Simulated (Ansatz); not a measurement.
# GaAs in Ansatz: the effect of functional

The system is GaAs.

```
As Ga
1.0
     0.00000    2.82685    2.82685
     2.82685    0.00000    2.82685
     2.82685    2.82685    0.00000
As Ga
1 1
Direct
  0.75000 0.75000 0.75000
  0.00000 0.00000 0.00000
```

Alike in all runs:

| Property | Result |
| --- | --- |
| Program | Ansatz 0.2.0 |
| Task | single point |
| Potentials or basis | all-electron PAW datasets made for the crystal |
| k mesh | 6 × 6 × 6 |
| Occupations | fermi-dirac, width 0.05 eV |
| Spin | no spin polarisation |

```tsv
functional	cutoff	gap on the mesh (eV)	pressure (GPa)
PBEsol	220 eV (chosen from the basis error)	0.44	0.2
HSE06	360 eV (chosen from the basis error)	1.43	1.2
PBE0	360 eV (chosen from the basis error)	?	?
```

Question: What does the run with functional PBE0 give?

Answer: gap on the mesh 2.02 eV; pressure 1.0 GPa.

A k mesh can miss the band edges.

The runs don't all hold the same shells in valence.
